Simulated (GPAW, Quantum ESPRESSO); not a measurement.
Given: the input of a run of Quantum ESPRESSO 7.5 on Te2Mo. 

The input pw.in:

```
&CONTROL
  calculation = 'scf'
  prefix = 'pwscf'
  outdir = './tmp'
  pseudo_dir = './pseudo'
  tprnfor = .true.
  tstress = .true.
  disk_io = 'low'
/
&SYSTEM
  ibrav = 0
  celldm(1) = 8
  nat = 6
  ntyp = 2
  ecutwfc = 45
  ecutrho = 360
  nbnd = 36
  occupations = 'smearing'
  smearing = 'fd'
  degauss = 0.00367493
/
&ELECTRONS
  conv_thr = 1.2d-09
  electron_maxstep = 120
  mixing_beta = 0.5
/
ATOMIC_SPECIES
Te   127.6000 te_pbesol_v1.uspp.F.UPF
Mo    95.9500 mo_pbesol_v1.uspp.F.UPF
CELL_PARAMETERS alat
  0.8310543064573   0.0000000000000   0.0000000000000
 -0.4155271532286   0.7197141413178   0.0000000000000
  0.0000000000000   0.0000000000000   3.3007846218838
ATOMIC_POSITIONS crystal
Te     0.6666666667    0.3333333333    0.3790000000
Te     0.3333333333    0.6666666667    0.8790000000
Te     0.6666666667    0.3333333333    0.1210000000
Te     0.3333333333    0.6666666667    0.6210000000
Mo     0.6666666667    0.3333333333    0.7500000000
Mo     0.3333333333    0.6666666667    0.2500000000
K_POINTS automatic
9 9 2 0 0 0
```

File pp_density.in:

```
&INPUTPP
  prefix = 'pwscf'
  outdir = './tmp'
  filplot = 'density.dat'
  plot_num = 0
/
&PLOT
  nfile = 1
  filepp(1) = 'density.dat'
  iflag = 3
  output_format = 6
  fileout = 'density.cube'
/
```

File pp_potential.in:

```
&INPUTPP
  prefix = 'pwscf'
  outdir = './tmp'
  filplot = 'potential.dat'
  plot_num = 11
/
&PLOT
  nfile = 1
  filepp(1) = 'potential.dat'
  iflag = 3
  output_format = 6
  fileout = 'potential.cube'
/
```

Potentials or basis: GBRV 1.5 PBEsol.

Run with:

```bash
$ OMP_NUM_THREADS=1 mpirun -n 2 pw.x -nk 2 -in pw.in > pw.out
$ OMP_NUM_THREADS=1 mpirun -n 1 pp.x -in pp_density.in > pp_density.out
$ OMP_NUM_THREADS=1 mpirun -n 1 pp.x -in pp_potential.in > pp_potential.out
```

Translate it to GPAW 26.7.0 (ASE script). Potentials or basis there: PAW data sets generated for this functional, cutoff 600 eV.

As run (cutoffs and basis follow the program's own potentials, and thresholds, step limits or extra output files can differ):

Contents of run.py:

```python
from ase import Atoms
from ase.dft.bandgap import bandgap
from ase.io import write
from ase.units import GPa
from gpaw import GPAW, PW, setup_paths

setup_paths.insert(0, '.')

atoms = Atoms(['Te', 'Te', 'Te', 'Te', 'Mo', 'Mo'],
              cell=[[3.5182, 0.0, 0.0],
                    [-1.7591, 3.0468505756, 0.0],
                    [0.0, 0.0, 13.9736]],
              scaled_positions=[[0.6666666667, 0.3333333333, 0.379],
                                [0.3333333333, 0.6666666667, 0.879],
                                [0.6666666667, 0.3333333333, 0.121],
                                [0.3333333333, 0.6666666667, 0.621],
                                [0.6666666667, 0.3333333333, 0.75],
                                [0.3333333333, 0.6666666667, 0.25]],
              pbc=True)

calc = GPAW(mode=PW(600),
            xc='PBEsol',
            kpts={'size': (9, 9, 2), 'gamma': True},
            occupations={'name': 'fermi-dirac', 'width': 0.05},
            nbands=46,
            convergence={'density': 1e-05, 'energy': 1e-05},
            maxiter=150,
            txt='gpaw.txt')
atoms.calc = calc
energy = atoms.get_potential_energy()
forces = atoms.get_forces()
stress = atoms.get_stress()
calc.write('gs.gpw')
write('result.traj', atoms)
print(f'Energy: {energy:.6f} eV')
print('Forces (eV/A):')
print(forces.round(4))
print('Stress (GPa):', (stress / GPa).round(3))
print('Fermi level:', round(calc.get_fermi_level(), 4), 'eV')
print(f'Gap: {bandgap(calc)[0]:.4f} eV, direct: {bandgap(calc, direct=True)[0]:.4f} eV')
```

Potentials or basis: PAW data sets generated in the run's folder for this functional, pw.

Run with:

```bash
$ gpaw-setup -f PBEsol Mo Te
$ OMP_NUM_THREADS=1 python run.py
```

Both were run:

|  | Quantum ESPRESSO | GPAW |
| --- | --- | --- |
| Pressure | -0.3 GPa | -1.7 GPa |

Pressure is positive in compression.
